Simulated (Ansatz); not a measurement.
# BeS (F-43m): a volume series of phonon spectra, part 2 of 4

Aim: how the vibrations of BeS shift with volume, and the expansion that follows.

Measurements to reproduce:
- heat capacity C_P per formula unit 34.2 J/mol/K and bulk modulus 105 GPa near room temperature (given in “High-Throughput Prediction of Finite-Temperature Properties using the Quasi-Harmonic Approximation”, 2016, arXiv:1603.06924)

Ansatz 0.2.0; DFT LDA, scalar-relativistic, plane waves, PAW.

So far. Step 2 (Probe on a coarse mesh): The start is under -3.2 GPa at this level and looks like an insulator or semiconductor on this mesh. Step 4 (Tight relaxation): The residual pressure is -0.0033 GPa, small enough for phonons.

The database entry behind the starting cell differs from later determinations by our own check (0.1 to 0.3 % short, probably kX units), so it need not match the best structure at ambient conditions.

## (5) Phonons, V/V0 1

Phonons at this volume give one point of F(V, T); meshes stay fixed along the series.

input.yaml reads:

```yaml
crystal:
  lattice:
    - [0.0, 2.3982014383, 2.3982014383]
    - [2.3982014383, 0.0, 2.3982014383]
    - [2.3982014383, 2.3982014383, 0.0]
  atoms:
    - { symbol: Be, position: [0.0, 0.0, 0.0] }
    - { symbol: S, position: [0.25, 0.25, 0.25] }
kpoints:
  mp_grid: { grid: [8, 8, 8] }
hamiltonian:
  xc: lda
scf:
  occupations: { method: fixed }
output:
  eigenvalues: true
phonons:
  method: dfpt
  dielectric: true
  rigid_motions: translations
  qmesh: [4, 4, 4]
  temperatures: { t_max: 1000, t_step: 50 }
  qpath:
    path:
      - [[0.0, 0.0, 0.0], [-0.5, -0.5, 0.0], [-0.375, -0.375, 0.25]]
      - [[-0.375, 0.0, 0.375], [0.0, 0.0, 0.0], [0.0, 0.0, 0.5], [-0.5, -0.25, 0.25], [-0.5, -0.5, 0.0]]
    npoints: 10
```

On the command line:

```bash
> ansatz run input.yaml --threads 4 --pin off --max-ram 8192MiB --backend cpu --events-out ev --progress --plain --runs-dir out
```

Numbers of over 12 decimals in the logs are rounded to 6 here.

Output:

```text
Warning: phonons: the dynamical matrix that this run interpolates holds no multipole term above the dipole-dipole one, and a site of this crystal is no centre of inversion, so its interpolated transverse optical and acoustic branches and sound speeds can stay off near Gamma, and the density of states and the thermodynamics with them. What a run solves at a wave vector of phonons.qpoints, Gamma apart, where the deck admits one, is free of this, and under fd what a larger phonons.supercell samples
[...]
Crystal: 2 atoms, lattice volume = 27.586 Å³
Basis set: ecut = 420 eV, 537 PW (Γ), exchange–correlation on 48×48×48 points (8 copies of the dense FFT grid, shifted against one another)
Bands: 8, of which v1, the nominal top of the filled ones, is band 4 counted from 1 (3 counted from 0)
Symmetry: 24 space group operations
k-points: 95 of 512 (irreducible under 4 space group operations, time reversal used)
[...]
SCF iter   1: F=—  HF=-960.019929 eV  |F-HF|=—  |Δ(HF+E_count)|=         —  Δρ=4.63e-3  dr2=3.64e-3  ethr=1.77e-3  ⟨swp⟩=4.6  Hψ=5484  notcnv=0  defer=150
[...]
SCF iter   8: F=-960.018892 eV  HF=-960.018892 eV  |F-HF|=4.77e-12  |Δ(HF+E_count)|=  1.13e-10  Δρ=1.36e-7  dr2=6.15e-12  ethr=1.25e-12  ⟨swp⟩=6.9  Hψ=4222  notcnv=0
SCF 1 converged in 8 iterations: F = -960.018892 eV  dr2 = 6.15e-12
[...]
DFPT response loops at Γ: preconditioner auto → none (the input reference at scf.mixing.eps_inf says where Resta's filter doesn't serve); β = 0.50; Broyden in place of MSR1
── the response to a field inside a basis, on 8×8×8 k-points: an SCF that follows is theirs, and a resumed run solves both again ──
Bands: 5, of which v1, the nominal top of the filled ones, is band 4 counted from 1 (3 counted from 0)
k-points: 60 of 512 (irreducible under 6 space group operations, time reversal used)
[...]
Eigensolver: Dense (60 Hₖ)
SCF iter   1: F=—  HF=-960.018793 eV  |F-HF|=—  |Δ(HF+E_count)|=         —  Δρ=1.16e-4  dr2=5.48e-7  ethr=1.00e-1
[...]
SCF iter   3: F=-960.018794 eV  HF=-960.018794 eV  |F-HF|=7.18e-9  |Δ(HF+E_count)|=   1.52e-7  Δρ=5.39e-6  dr2=9.73e-9  ethr=1.64e-9
SCF 1 converged in 3 iterations: F = -960.018794 eV  dr2 = 9.73e-9
[...]
NSCF: frozen V_eff on 29 k-points
[...]
DFPT response loops at q = (0, 0, -0.5) (fractional): preconditioner auto → Resta (q_TF=auto, 2.220 Å⁻¹)  ε∞=4.6 (no band partly filled); β = 1.00, the filter's whole step (`scf.mixing.beta` (0.50) is not read by the response loops at its default; to damp them type it under 1.00, their step now; it binds the ground state too); Broyden in place of MSR1
[...]
SCF converged after 8 iterations
Free energy (F): -960.018892 eV
[...]
Internal energy: -960.018892 eV  (E = F + TS)
E sigma→0 (E₀):  -960.018892 eV
Fermi energy:    5.554332 eV
[...]
--- Band table (eV; the first three rows and the last of 95) ---
[...]
--- Phonons (Γ-DFPT): 2 representative perturbations + reference, on 95 of 512 k-points (Σ response iterations 5) ---
  k mesh reduced under 4 symmetry operations, with k and −k counted as one. Each operation leaves every solved perturbation unchanged. A smaller set is not considered because the run solves the response to a homogeneous field
  ASR residual: 9.822e-5 → 0.000e0 eV/Å²; symmetrization residual: 6.954e-8 eV/Å²
  ASR residual per site (eV/Å²): 1.75e-5 9.82e-5
  Γ frequencies (cm⁻¹): 0.00 0.00 0.00 592.90 592.90 592.90
  ε∞ (high-frequency dielectric tensor):
        5.428656    -0.000000    -0.000000
       -0.000000     5.428656     0.000000
       -0.000000     0.000000     5.428656
  ε⁰ (static dielectric tensor: ions relaxed, cell fixed):
        7.136998    -0.000000    -0.000000
       -0.000000     7.136998    -0.000000
       -0.000000    -0.000000     7.136998
  ε⁰ − ε∞ (ionic part):
        1.708343    -0.000000     0.000000
       -0.000000     1.708343    -0.000000
        0.000000    -0.000000     1.708343
  softest optical mode at Γ: 592.90 cm⁻¹; the repairs (sum rule, projections) moved no ω² at Γ by more than (0.92 cm⁻¹)²
  Born effective charges Z* (e; rows j = field, columns β = displacement):
    site 0:
         1.53896    0.00000    0.00000
        -0.00000    1.53896    0.00000
        -0.00000   -0.00000    1.53896
    site 1:
        -1.53896   -0.00000   -0.00000
         0.00000   -1.53896   -0.00000
         0.00000    0.00000   -1.53896
  Z* charge neutrality: 8.091e-5 e pre-enforcement
  solved inside a basis spanned on kpoints, on 8×8×8 k-points, its susceptibility summed on 12×12×12: ε∞ is read to err by 1.4e-2, Z* by 6.5e-3 e (field_mesh: kpoints solves on kpoints); Z* is corrected for what the basis lacks
  optical modes at Γ without the LO–TO term, one row a degenerate level:
      ω (cm⁻¹)  modes    IR ((D/Å)²/amu)
        592.90      3            23.3018
  optical modes at Γ + LO–TO along q̂ = [1.0000, 0.0000, 0.0000]:
      ω (cm⁻¹)  modes    IR ((D/Å)²/amu)
        592.90      2            15.5345
        679.82      1             7.7673
  optical modes at Γ + LO–TO along q̂ = [0.0000, 1.0000, 0.0000]:
      ω (cm⁻¹)  modes    IR ((D/Å)²/amu)
        592.90      2            15.5345
        679.82      1             7.7673
  optical modes at Γ + LO–TO along q̂ = [0.0000, 0.0000, 1.0000]:
      ω (cm⁻¹)  modes    IR ((D/Å)²/amu)
        592.90      2            15.5345
        679.82      1             7.7673
--- Phonons (arbitrary-q DFPT): 8 irreducible q on the 4×4×4 mesh ---
  q = [0.0000, 0.0000, 0.0000] (star 1, of the zone-centre solve; hermiticity 1.53e-8, symmetrization 2.93e-15): -0.00 -0.00 0.00 592.90 592.90 592.90
  q = [0.0000, 0.0000, 0.2500] (star 8, 2 solved perturbations on 288 of 512 k-point pairs; hermiticity 2.87e-8, symmetrization 4.34e-15): 124.53 124.53 258.55 580.31 580.31 658.58
[...]
q = [0.0000, 0.2500, 0.2500] (star 6, 4 solved perturbations in 528 linear systems a pass and spin channel, the states on 164 of 512 k-point pairs; hermiticity 1.86e-8, symmetrization 1.08e-14): 173.39 173.39 262.48 561.67 561.67 677.05
[...]
sum rule: each row above includes the acoustic sum rule's correction from the zone centre's row sums; it moved no ω² by more than (0.91 cm⁻¹)²
  mesh force constants: q→R imaginary residual 1.34e-18; ASR residual 9.822e-5 → 0.000e0 eV/Å²; symmetrization residual 7.105e-15 eV/Å²
  interpolated dispersion: 63 rows × 6 modes
  density of states and harmonic sums: on the 24×24×24 q-mesh, interpolated from the force constants of a 4×4×4 supercell (with the dipole–dipole term)
  largest difference from the sums on the solved wave vectors: F 8.65e-3 eV, S 1.27e-5 and C_V 4.00e-6 eV/K
  zero-point energy: 0.154776 eV/cell   skipped modes (ω ≤ 0): 3   left out of the sums: 3.62e-5 of the cell's modes: C_V's classical limit lies that fraction below 3 k_B per atom; for a crystal, a wire or a layer, F and S can be off by more, and a phonons.interpolated_qmesh denser along its periods is the remedy for the sampling
```

Run time: 17 s. Hardware: 4 threads of Arm Neoverse V2, shared host; peak memory 0.56 GiB.

This step gave:

```
Γ frequencies                            : 0, 0, 0, 592.9, 592.9, 592.9 cm⁻¹ (negative: imaginary)
lowest frequency on the path             : 0 cm⁻¹
zero-point energy                        : 0.1548 eV/cell
point group                              : -43m
highest frequency                        : 679.8 cm⁻¹
Debye temperature from the second moment : 843 K
```

LO-TO term included. The phonon branches at the labelled points (cm⁻¹):

```csv
point,branch 1,branch 2,branch 3,branch 4,branch 5,branch 6
Γ,0,0,0,593,593,680
halfway,173,173,262,562,562,677
X,230,230,378,541,541,675
halfway,227,253,369,543,543,659
U,220,294,348,547,548,628
jump to K,220,294,348,547,548,628
halfway,146,204,270,576,580,639
Γ,0,0,0,593,593,680
halfway,124,124,259,580,580,659
L,162,162,375,575,575,630
halfway,206,251,355,556,575,606
W,272,282,336,548,572,591
halfway,250,251,361,545,547,644
X,230,230,378,541,541,675
```

The phonon branches as a text plot (rows in cm⁻¹):

```
    666 |***************         ************                 ***
    637 |               ***     *            *******         *
    609 |                  *****                    *****  **
    581 |******              *******************************
    552 |      ****************                      ************
    524 |
    496 |
    467 |
    439 |
    411 |
    382 |           ****                        ****           **
    354 |         **    ***                    *    *****   ***
    326 |        *         ****               *          ***
    297 |       *        ****  *             *           *
    269 |      *        *    ** *           *          *******
    241 |           ****       * *                   ** *     ***
    212 |    **  ***    *****   *          *        * **
    184 |      **            **   **               ***
    156 |   ***                ***        *   *****
    127 |  *                     ****    *  **
     99 |   *                     ***      *
     71 | **                        **  * *
     42 | *                          *   *
     14 |*                            ***
         Γ           X  U|K            Γ         L        W     X
```

Tetrahedra on 24 24 24, mean over bins of 10 cm⁻¹. Table of phonon density of states by wavenumber; read off at these points:

```
wavenumber (cm⁻¹)  phonon density of states (1/cm⁻¹/cell)
                5                                       0
               25                                  8.0e-5
               45                                  3.2e-4
               65                                  7.2e-4
               75                                  9.8e-4
               95                                 0.00168
              115                                 0.00269
              135                                  0.0043
              155                                 0.00764
              175                                  0.0133
              185                                  0.0141
              205                                  0.0161
              225                                  0.0199
              245                                  0.0136
              265                                  0.0111
              285                                  0.0112
              295                                 0.00704
              315                                 0.00533
              335                                  0.0170
              345                                  0.0227
              355                                  0.0124
              375                                 0.00166
              395                                       0
              405                                       0
              425                                       0
              445                                       0
              465                                       0
              485                                       0
              505                                       0
              515                                       0
              535                                       0
              555                                  0.0400
              575                                  0.0641
              595                                 0.00311
              615                                  0.0189
              625                                  0.0159
              645                                  0.0112
              665                                 0.00997
              685                                  2.0e-5
```

Harmonic. Thermo, by row:

| T (K) | F_vib (meV/atom) | S (J/mol-atom/K) | C_V (J/mol-atom/K) |
| --- | --- | --- | --- |
| 0 | 77.39 | 0 | 0 |
| 50 | 77.35 | 0.354 | 1.162 |
| 100 | 76.7 | 2.407 | 5.369 |
| 150 | 74.7 | 5.375 | 9.473 |
| 200 | 71.08 | 8.599 | 12.98 |
| 250 | 65.79 | 11.8 | 15.72 |
| 300 | 58.88 | 14.86 | 17.75 |
| 350 | 50.43 | 17.71 | 19.25 |
| 400 | 40.55 | 20.36 | 20.35 |
| 450 | 29.36 | 22.81 | 21.18 |
| 500 | 16.95 | 25.07 | 21.81 |
| 550 | 3.4 | 27.17 | 22.3 |
| 600 | -11.19 | 29.13 | 22.69 |
| 650 | -26.77 | 30.96 | 23 |
| 700 | -43.26 | 32.67 | 23.25 |
| 750 | -60.61 | 34.28 | 23.45 |
| 800 | -78.78 | 35.8 | 23.63 |
| 850 | -97.71 | 37.24 | 23.77 |
| 900 | -117.4 | 38.6 | 23.89 |
| 950 | -137.7 | 39.9 | 24 |
| 1000 | -158.7 | 41.13 | 24.09 |

The modes has structure finer than the step of the table below, so its rows give means over 25 cm⁻¹, whole bins alone (the curve runs from -10 to 710 cm⁻¹). Peaks (cm⁻¹: height): Be 574.2: 0.0452, 614.9: 0.0168; S 225.5: 0.0163, 343.2: 0.0206, 574.2: 0.0105.

Phonopy on the run's constants, 21x21x21 mesh, Gaussian sigma 5.1 cm⁻¹. The modes by wavenumber; means over each step; values in 1/cm⁻¹/cell:

```csv
wavenumber (cm⁻¹),Be,S
25,2.7e-5,9.2e-5
50,1.0e-4,3.8e-4
75,2.1e-4,7.8e-4
100,4.2e-4,0.00154
125,7.3e-4,0.00275
150,0.00143,0.00556
175,0.00260,0.0105
200,0.00302,0.0126
225,0.00339,0.0146
250,0.00234,0.0108
275,0.00185,0.00895
300,9.2e-4,0.00562
325,6.2e-4,0.00906
350,5.8e-4,0.0155
375,6.2e-5,0.00310
400,0,5.6e-6
425,0,0
450,0,0
475,0,0
500,0,0
525,9.2e-4,2.3e-4
550,0.0282,0.00677
575,0.0337,0.00787
600,0.00925,8.5e-4
625,0.0146,8.6e-4
650,0.00988,9.9e-4
675,0.00506,7.4e-4
```

Born charge (rows field, columns displacement) (e), principal values of the symmetric part by kind of site:

```
atom  atoms with these values    low  middle   high   mean
 Be1                        1   1.54    1.54   1.54   1.54
  S2                        1  -1.54   -1.54  -1.54  -1.54
```

In full for S2:

```
-1.54  0.00  0.00
 0.00 -1.54  0.00
 0.00  0.00 -1.54
```

ε∞:

```
5.43 0.00 0.00
0.00 5.43 0.00
0.00 0.00 5.43
```

No LO-TO term. Modes at Γ, with each element's share of the kinetic energy:

| mode | frequency (cm⁻¹) | symmetry | Be % | S % |
| --- | --- | --- | --- | --- |
| 1 | 0.0 | T2 | 22 | 78 |
| 2 | 0.0 | T2 | 22 | 78 |
| 3 | 0.0 | T2 | 22 | 78 |
| 4 | 592.9 | T2 | 78 | 22 |
| 5 | 592.9 | T2 | 78 | 22 |
| 6 | 592.9 | T2 | 78 | 22 |

Displacements in mode 4 (592.9 cm⁻¹), the largest set to 1:
```
Be1 -0.90  1.00  0.56
S2   0.25 -0.28 -0.16
```

No mode is imaginary beyond numerical noise at the solved wavevectors.

## (6) Single point at a scaled cell, V/V0 1.015

Symmetry fixes every atom, so a single point at the scaled cell gives the energy and pressure of this member.

The cell differs from the one that the last finished run ended in (a 3.392 → 3.408 Å, b 3.392 → 3.408 Å, c 3.392 → 3.408 Å).

input.yaml, the sections that differ from step 5:

```yaml
crystal:
  lattice:
    - [0.0, 2.4101329851, 2.4101329851]
    - [2.4101329851, 0.0, 2.4101329851]
    - [2.4101329851, 2.4101329851, 0.0]
  atoms:
    - { symbol: Be, position: [0.0, 0.0, 0.0] }
    - { symbol: S, position: [0.25, 0.25, 0.25] }
output:
  forces: true
  stress: true
  eigenvalues: true
  write_density: true
  write_potential: true
  elf: true
  volumetric_format: npy
# kpoints, hamiltonian, scf: as in step 5
# phonons: removed
```

Output:

```text
[...]
Crystal: 2 atoms, lattice volume = 28.000 Å³
Basis set: ecut = 420 eV, 537 PW (Γ)
Bands: 8, of which v1, the nominal top of the filled ones, is band 4 counted from 1 (3 counted from 0)
Symmetry: 24 space group operations
[...]
k-points: 29 of 512 (time reversal used)
[...]
SCF iter   1: F=—  HF=-960.018034 eV  |F-HF|=—  |Δ(HF+E_count)|=         —  Δρ=4.58e-3  dr2=3.61e-3  ethr=1.77e-3  ⟨swp⟩=4.6  Hψ=1674  notcnv=0  defer=44
[...]
SCF iter   6: F=-960.016951 eV  HF=-960.016951 eV  |F-HF|=1.55e-9  |Δ(HF+E_count)|=   3.54e-9  Δρ=2.35e-6  dr2=2.06e-9  ethr=2.71e-10  ⟨swp⟩=7.4  Hψ=1702  notcnv=0
SCF 1 converged in 6 iterations: F = -960.016951 eV  dr2 = 2.06e-9
[...]
SCF converged after 6 iterations
Free energy (F): -960.016951 eV
[...]
Internal energy: -960.016951 eV  (E = F + TS)
E sigma→0 (E₀):  -960.016951 eV
Fermi energy:    5.378719 eV
[...]
--- Stress (GPa, compression-positive) ---
       -1.482085       0.000000      -0.000000
        0.000000      -1.482085       0.000000
       -0.000000       0.000000      -1.482085
  P = ⅓ Tr σ = -1.4821 GPa (-14.821 kbar)
--- Band table (eV; the first three rows and the last of 29) ---
[...]
```

It took 0.35 s on 4 threads; peak memory 0.27 GiB; 0.95 s of CPU time.

This step gave:

| Quantity | Value |
| --- | --- |
| pressure | -1.482 GPa |
| gap on the k-mesh | 2.858 eV |
| volume per atom | 14.00 Å³ |

Electrostatic potential energy in the ac plane of a cell with a along [110], b along [-110] and c along [001] of the cube at fractional y = 0.000, with atoms of Be and S within 0.2 Å of it. With pseudopotentials it is smooth inside the atoms' cores, unlike the true potential.

Ten even steps from '_' (-34 eV) to '@' (10 eV), each cell a mean:
```
__--##%%####%%##--__..++%%######%%++..
++####==....==##**++**##**::..::**##++
%%%%**........**%%%%%%%%--__::__==%%%%
@@@@**........**@@@@@@%%--__::__--%%@@
@@@@%%==....==%%@@@@@@@@**::..::**@@@@
@@@@@@%%**##%%@@@@@@@@@@%%##**##%%@@@@
@@@@@@@@@@@@@@@@@@@@@@@@@@@@@@@@@@@@@@
@@@@@@@@@@@@@@@@@@@@@@@@@@@@@@@@@@@@@@
@@@@@@@@@@@@@@@@@@@@@@@@@@@@@@@@@@@@@@
@@@@@@@@@@@@@@@@@@@@@@@@@@@@@@@@@@@@@@
##%%@@@@@@@@@@@@%%##%%%%@@@@@@@@@@%%%%
::++%%@@@@@@@@%%++::--##@@@@@@@@@@##--
__::##@@@@@@@@##::____++%%@@@@@@%%++__
```
Columns run along a (6.8 Å; values clipped at the 3rd and 97th percentile), rows up along c (4.8 Å), edges of the conventional cell, whose origin can differ from the input's. Atoms in or near the plane, at fractional coordinates: Be at (0.50, 0.00), Be at (0.00, 0.00), S at (0.75, 0.75), S at (0.25, 0.75).

Valence density in the ac plane of a cell with a along [110], b along [-110] and c along [001] of the cube at fractional y = 0.000, with atoms of Be and S within 0.2 Å of it. It is the smooth field of the valence electrons, not physical close to the nuclei.

Ten even steps from '_' (0.0 e/Å³) to '@' (1.2 e/Å³), each cell a mean:
```
..::--==++++==--::__..::--==++==--::..
..--++%%@@@@%%++::..::==##@@@@@@##--::
..::**@@++++@@**::....==%%%%--%%%%==..
__::++%%====%%++..__..--####--####--..
__..--**%%%%**--..____..++%%%%%%==..__
____..--++++--..________::==++==::____
______........____________......______
______________________________________
______________________________________
______________________________________
....____________......______________..
....____________........__________....
__................____..............__
```
Columns run along a (6.8 Å), rows up along c (4.8 Å), edges of the conventional cell, whose origin can differ from the input's. Atoms in or near the plane, at fractional coordinates: Be at (0.50, 0.00), Be at (0.00, 0.00), S at (0.75, 0.75), S at (0.25, 0.75).

ELF in the ac plane of a cell with a along [110], b along [-110] and c along [001] of the cube at fractional y = 0.000, with atoms of Be and S within 0.2 Å of it. It is the smooth field of the valence electrons, not physical close to the nuclei.

Values, 7 rows by 16 columns, each cell a mean:
```
0.16 0.66 0.88 0.82 0.79 0.87 0.80 0.32 0.16 0.66 0.88 0.82 0.79 0.87 0.80 0.32
0.31 0.74 0.84 0.40 0.22 0.74 0.83 0.48 0.31 0.74 0.84 0.40 0.22 0.74 0.83 0.48
0.10 0.42 0.71 0.69 0.66 0.73 0.56 0.19 0.10 0.42 0.71 0.69 0.66 0.73 0.56 0.19
0.02 0.08 0.28 0.50 0.54 0.37 0.14 0.03 0.02 0.08 0.28 0.50 0.54 0.37 0.14 0.03
0.09 0.07 0.04 0.05 0.05 0.04 0.06 0.09 0.09 0.07 0.04 0.05 0.05 0.04 0.06 0.09
0.24 0.17 0.09 0.04 0.03 0.06 0.14 0.22 0.24 0.17 0.09 0.04 0.03 0.06 0.14 0.22
0.04 0.15 0.34 0.38 0.38 0.37 0.23 0.06 0.04 0.15 0.34 0.38 0.38 0.37 0.23 0.06
```
Columns run along a (6.8 Å), rows up along c (4.8 Å), edges of the conventional cell, whose origin can differ from the input's. Atoms in or near the plane, at fractional coordinates: Be at (0.50, 0.00), Be at (0.00, 0.00), S at (0.75, 0.75), S at (0.25, 0.75).

At this level the gap is 2.86 eV on the k-mesh of the self-consistent run, which can miss the band edges.

(Continued in part 3 of 4.)

[Logs are printed without paths, hosts, clocks, repeated set-up lines and the standing remarks that a program may print on its own settings, such as how far it seeks lower states.]

[Hosts, paths, dates, database ids (printed as entryN), source tags and the programs' standing remarks are cut or masked in the printed files.]

[A step with changed settings may run another functional than the one named; its input shows which.]

[Of the runs on displaced cells, only some may be shown.]
